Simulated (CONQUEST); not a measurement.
The system is AlN.

```xyz
4
Lattice="3.0886 0.0000 0.0000 0.0000 3.0886 0.0000 0.0000 0.0000 4.3680" Properties=species:S:1:pos:R:3 pbc="T T T"
Al    0.0261    0.0098    4.3557
Al    1.5704    1.5541    2.1717
N     1.5255    3.0757    1.1007
N     3.0698    1.5313    3.2847
```

The cell comes from a database or a generator and needn't be the stable form of this composition.

The cell isn't the ideal one: atoms moved at random, drawn with an rms of 0.05 Å.

Base run:

| Quantity | Value |
| --- | --- |
| Program | CONQUEST 1.3 |
| Functional | PBE |
| Potentials or basis | PseudoDojo NC PBE, DZP, multi-site functions of range 8 bohr, grid cutoff 150 Ha |
| k mesh | 9 × 9 × 6 |
| Occupations | fermi-dirac, width 0.05 eV |
| Spin | no spin polarisation |

Its results: band gap on the k mesh 3.41 eV; pressure 9.0 GPa; largest force 0.771 eV/Å.

Question: The run is repeated on the same cell with these changes: potentials or basis from PseudoDojo NC PBE, DZP, multi-site functions of range 8 bohr, grid cutoff 150 Ha to PseudoDojo NC PBE, SZ, grid cutoff 150 Ha. What comes out?

Answer: Band gap on the k mesh 3.80 eV; pressure 22.7 GPa; largest force 0.974 eV/Å.

Caveats: the box holds several primitive cells, so bands are folded and the points are those of the box's own zone; the basis of atomic orbitals isn't converged, which shifts pressures, moduli and gaps; multi-site functions contract the basis, which raises the energy a little and makes forces and stress less exact (some runs); an odd mesh through Γ misses points on the zone boundary, where band edges often lie (some runs); the atomic basis is small (some runs).
